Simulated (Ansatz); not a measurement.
InN (wurtzite)

```yaml
crystal:
  lattice:
    - [3.58053, 0.00000, 0.00000]
    - [-1.79026, 3.10083, 0.00000]
    - [0.00000, 0.00000, 5.78779]
  atoms:
    - { symbol: In, position: [0.66667, 0.33333, 0.50197] }
    - { symbol: In, position: [0.33333, 0.66667, 0.00197] }
    - { symbol: N, position: [0.66667, 0.33333, 0.12323] }
    - { symbol: N, position: [0.33333, 0.66667, 0.62323] }
```

In this cell atom 4 (N, nearest neighbour In at 2.183 Å; its periodic images, 3.6 Å or more away, move with it) is moved by s along Cartesian z, unit vector (0.000, 0.000, 1.000); all other atoms and the cell stay fixed.

Calculation: PBE (plane waves to 420 eV, PAW, scalar-relativistic; Ansatz, an electronic-structure program). k mesh 9×9×5 (Γ-centred), Fermi-Dirac smearing 0.05 eV. E stands for the smeared free energy. With partly filled bands, energies and forces of such displacements shift with the k mesh and the smearing. At this level the bands of InN touch or barely overlap; measurements give the solid a gap. InN was relaxed with its symmetry unable to fall. ΔE is measured from the undisplaced structure. The last digit holds for this mesh only.

| s (Å) | ΔE (meV/cell) |
|---|---|
| -0.220 | 210.3 |
| -0.176 | withheld |
| -0.132 | 84.4 |
| -0.088 | 39.7 |
| -0.044 | 10.5 |
| 0.000 | 0.0 |
| 0.044 | 11.8 |
| 0.088 | 49.8 |
| 0.132 | 118.9 |
| 0.176 | 224.4 |
| 0.220 | 372.7 |

**Question.** Fit a polynomial form (powers 2, 3, 4) to the given rows and predict ΔE at s = -0.176.

**Answer.** Least squares on the 10 given rows: ΔE = (5721)·s² + (7613)·s³ + (6225)·s⁴, in meV/cell with s in Å; root-mean-square residual 0.18 meV/cell. At -0.176 the fit gives 141.7 meV/cell; the calculation gives 142.1 meV/cell, so the interpolation is off by -0.4 (-0.3 %). The quadratic term alone would give 177.2 meV/cell.

(For displaced atoms, the force is minus the slope of the energy, and its curvature is a force constant, which sets phonon frequencies.)
